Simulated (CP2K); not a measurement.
**CdS (Greenockite) under changes of volume**

One of the cells (25.121 Å³/atom); the others are scaled copies at fixed shape and fractional positions:

```
CELL_PARAMETERS angstrom
4.15000 0.00000 0.00000
-2.07500 3.59401 0.00000
0.00000 0.00000 6.73700
ATOMIC_POSITIONS crystal
Cd 0.66667 0.33333 0.50000
Cd 0.33333 0.66667 0.00000
S 0.66667 0.33333 0.87500
S 0.33333 0.66667 0.37500
```

```yaml
Program: CP2K 2026.2
Functional: PBEsol
Potentials_or_basis: POTENTIAL_UZH Cd GTH-PBE-q12, S GTH-PBE-q6; TZVP-MOLOPT-PBE-GTH basis
Density_cutoff: 6123 eV
k_mesh: 7 × 7 × 4
Occupations: fermi-dirac, width 0.05 eV
Spin: no spin polarisation
```

```tsv
volume (Å³/atom)	energy over the lowest point (meV/atom)	pressure (GPa)	gap on the mesh (eV)	largest force (eV/Å)
23.614	18.17	4.2	4.98	0.081
24.116	7.51	2.6	4.92	0.077
24.618	1.63	1.2	4.86	0.073
25.121	0.00	-0.1	4.80	0.069
25.623	?	?	?	?
26.126	7.78	-2.3	4.67	0.061
26.628	16.41	-3.2	4.60	0.058
```

What does the run at 25.623 Å³/atom give?

Energy over the lowest point 2.18 meV/atom; pressure -1.3 GPa; gap on the mesh 4.73 eV; largest force 0.065 eV/Å.

Worked out: A Birch-Murnaghan fit of order 3 (a polynomial in V^(-2/3)) to the other rows has its minimum at 25.07 Å³/atom with B0 = V·E''(V) = 61 GPa and B' = 4.6 at fixed shape and positions, which overstates the stiffness. It gives 2.18 meV/atom at 25.623 Å³/atom, against the run's 2.18, and -dE/dV = -1.3 GPa, against -1.3. A straight line through the other rows of the gap, of slope -3.16 eV per unit of ln V, gives 4.73 eV, against the run's 4.73.

Energies are extrapolated to zero smearing.

Caveats: the potentials were made for another functional, which shifts forces and pressure; an odd mesh through Γ misses points on the zone boundary, where band edges often lie; the basis of atomic orbitals isn't converged, which shifts pressures, moduli and gaps. Spin-orbit coupling on Cd is left out.
